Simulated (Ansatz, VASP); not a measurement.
# TiN: VASP beside Ansatz

Contents of POSCAR:

```
TiN
1.0
    0.0000000000      2.2000000000      2.2000000000
    2.2000000000      0.0000000000      2.2000000000
    2.2000000000      2.2000000000      0.0000000000
Ti N
1 1
Direct
    0.0000000000      0.0000000000      0.0000000000
    0.5000000000      0.5000000000      0.5000000000
```

File INCAR.step1:

```
SYSTEM = TiN
  PREC = Accurate
  ENCUT = 520
  ISMEAR = -1
  SIGMA = 0.03
  LREAL = .False.
  LASPH = .True.
  NELM = 150
  ISPIN = 2
  MAGMOM = 1 0
  LMAXMIX = 4
  NBANDS = 20
  GGA = PE
  ALGO = Normal
  EDIFF = 1E-4
  LWAVE = .True.
  LCHARG = .False.
```

The input INCAR.step2:

```
SYSTEM = TiN
  PREC = Accurate
  ENCUT = 520
  EDIFF = 1E-6
  ISMEAR = -1
  SIGMA = 0.03
  LREAL = .False.
  LASPH = .True.
  NELM = 150
  ALGO = Normal
  ISIF = 2
  LWAVE = .False.
  LCHARG = .False.
  ISPIN = 2
  MAGMOM = 1 0
  LORBIT = 11
  LMAXMIX = 4
  METAGGA = R2SCAN
  LMIXTAU = .True.
  NBANDS = 20
  ISTART = 1
```

File KPOINTS:

```
Automatic mesh
0
Gamma
  9 9 9
  0 0 0
```

Input for Ansatz:

```yaml
crystal:
  lattice:
    - [0.0, 2.2, 2.2]
    - [2.2, 0.0, 2.2]
    - [2.2, 2.2, 0.0]
  atoms:
    - { symbol: Ti, position: [0.0, 0.0, 0.0], spin: 1.0 }
    - { symbol: "N", position: [0.5, 0.5, 0.5] }
magnetization:
  spin_polarized: true
hamiltonian:
  xc: r2scan
  pseudopotentials: { kind: paw }
basis:
  ecutwfc: 500
kpoints:
  mp_grid: { grid: [9, 9, 9] }
scf:
  occupations: { method: fermi_dirac, width: 0.03 }
  lower_state_search: "off"
output:
  forces: true
  stress: true
  write_density: true
  write_potential: true
  elf: true
  volumetric_format: npy
```

Alike in both runs: task single point; functional r2SCAN; k mesh 9 × 9 × 9; occupations fermi-dirac, width 0.03 eV; collinear spin.

|  | VASP | Ansatz |
| --- | --- | --- |
| version | VASP 6.6.1 | Ansatz 0.2.0 |
| potentials or method | VASP PAW PBE potentials, release 64 (Ti_sv, N) | PAW, plane waves, scalar-relativistic |
| plane-wave cutoff (eV) | 520 | 500 |
| valence electrons in the cell | 17 | 17 |

|  | VASP | Ansatz | Ansatz less VASP |
| --- | --- | --- | --- |
| pressure (GPa) | -26.0 | -27.0 | -1.03 |
| net moment per atom (μB) | 0.00 | 0.00 | 0.000 |

The functional is the same, so the differences come from potentials, cutoffs and numerics. Ansatz warned: «seeded_moment_not_kept».

Caveats: so large a pressure means that the cell lies far from this level's equilibrium, or that cutoff or potentials fall short (VASP); the potentials were made for another functional, which shifts forces and pressure (VASP).
